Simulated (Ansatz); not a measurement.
**WSe2: under pressure**

A pressure series on WSe2 (-2 to 40 GPa): equation of state, axes and gap.

Method: DFT PBEsol, scalar-relativistic, plane waves, PAW, in Ansatz 0.2.0.

2 further runs of the same task are left out: 2 set aside as unsound or not needed.

**1. The starting structure**

Symmetry: P6_3/mmc, No. 194, hexagonal system. Conventional cell: a = 3.271 Å, b = 3.271 Å, c = 13.224 Å, α = 90.00°, β = 90.00°, γ = 120.00°. W (site symmetry -6m2) has 6 Se at 2.52 Å in its first shell of neighbours. Se (site symmetry 3m) is surrounded by 3 W at 2.52 Å.

Structure file:

```
W Se
1.0
     3.27110    0.00000    0.00000
    -1.63555    2.83285    0.00000
     0.00000    0.00000   13.22367
W Se
2 4
Cartesian
  1.6355 0.9443 9.9178
  0.0000 1.8886 3.3059
  0.0000 1.8886 11.5920
  1.6355 0.9443 4.9801
  0.0000 1.8886 8.2435
  1.6355 0.9443 1.6317
```

It goes back to an entry of the Materials Project.

This cell was relaxed beforehand with the same method: volume 20.42 Å³/atom, gap on the mesh 1.04 eV.

**2. Relaxing at -2 GPa**

input.yaml

```yaml
crystal:
  lattice:
    - [3.2921495683, 0.0, 0.0]
    - [-1.6460747842, 2.8510851592, 0.0]
    - [0.0, 0.0, 13.3087820648]
  atoms:
    - { symbol: W, position: [0.6666666667, 0.3333333333, 0.75] }
    - { symbol: W, position: [0.3333333333, 0.6666666667, 0.25] }
    - { symbol: Se, position: [0.3333333333, 0.6666666667, 0.8766071965] }
    - { symbol: Se, position: [0.6666666667, 0.3333333333, 0.3766071965] }
    - { symbol: Se, position: [0.3333333333, 0.6666666667, 0.6233928035] }
    - { symbol: Se, position: [0.6666666667, 0.3333333333, 0.1233928035] }
basis:
  ecutwfc: 420
kpoints:
  mp_grid: { grid: [12, 12, 2] }
hamiltonian:
  xc: pbesol
scf:
  occupations: { method: gaussian, width: 0.02 }
output:
  forces: true
  stress: true
  eigenvalues: true
relax:
  adjacent_minimum: "off"
  f_tol: 0.008
  max_steps: 50
  cell: { stress_tol: 0.08, p_target: -2.0 }
```

Started as:

```sh
> ansatz run input.yaml --threads 1 --pin off --max-ram 2560MiB --backend cpu --events-out ev --progress --plain --runs-dir out
```

Further runs follow: 2 GPa; the gap over the whole zone at 2 GPa; 5 GPa; the gap over the whole zone at 5 GPa; 10 GPa; band edges over the zone at 10 GPa; relaxing at 20 GPa; seeking the band edges at 20 GPa; relaxing at 40 GPa.

**Question.** What will these runs give? Wanted: bulk modulus B0; B0'.

**Answer**, as computed:

| quantity | value |
| --- | --- |
| volume at 40 GPa | 14.94 Å³/atom, V/V0 = 0.732 |
| bulk modulus B0 (third-order Birch-Murnaghan) | 36 GPa |
| B0' | 9.4 |
| gap at 0 and 40 GPa | 1.02 eV; none (metal) |

In words: At 40 GPa the crystal has lost 26.8 % of its volume. The points follow one equation of state, B0 = 36 GPa. The cell gives way unevenly: a -7.7 %, b -7.7 %, c -14.1 %. The gap closes between 20 and 40 GPa; that is the Kohn-Sham gap on the mesh, and since semilocal gaps are small it probably closes too early. The symmetry of the start is kept, so a transition to another structure would not show. These runs have no spin-orbit coupling; with W it would split and shift bands. Layers here are held mostly by dispersion, which this level lacks, so their spacing and the stiffness across them are unreliable there.
